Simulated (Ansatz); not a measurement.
Crystal: CaO.

```
Ca O
1.0
     0.00000    2.40356    2.40356
     2.40356    0.00000    2.40356
     2.40356    2.40356    0.00000
Ca O
1 1
Cartesian
  0.0000 0.0000 0.0000
  2.4036 2.4036 2.4036
```

The cell is a database's computed one.

Base run:

| Property | Result |
| --- | --- |
| Program | Ansatz 0.2.0 |
| Functional | RPBE |
| Potentials or basis | all-electron LAPW, scalar-relativistic |
| Cutoff | 246 eV |
| Density cutoff | 984 eV |
| Basis error allowed | 0.001 eV/atom |
| k mesh | 10 × 10 × 10 |
| Occupations | fermi-dirac, width 0.05 eV |
| Spin | no spin polarisation |

Its results: band gap on the k mesh 3.76 eV, indirect (least direct gap 4.13 eV); pressure 5.4 GPa.

Q: After a change of settings the same cell gave: band gap on the k mesh 3.75 eV, indirect (least direct gap 4.12 eV); pressure 4.3 GPa. Which change was it?
A. functional from RPBE to PBE; occupations from fermi-dirac, width 0.05 eV to gaussian, width 0.025 eV
B. functional from RPBE to BLYP
C. functional from RPBE to PBEsol; potentials or basis from all-electron LAPW, scalar-relativistic to all-electron LAPW, inner shells corrected to Dirac's equation
D. functional from RPBE to PBEsol; potentials or basis from all-electron LAPW, scalar-relativistic to all-electron PAW datasets made for the crystal

A: B.

Not every run made on this cell is shown here.
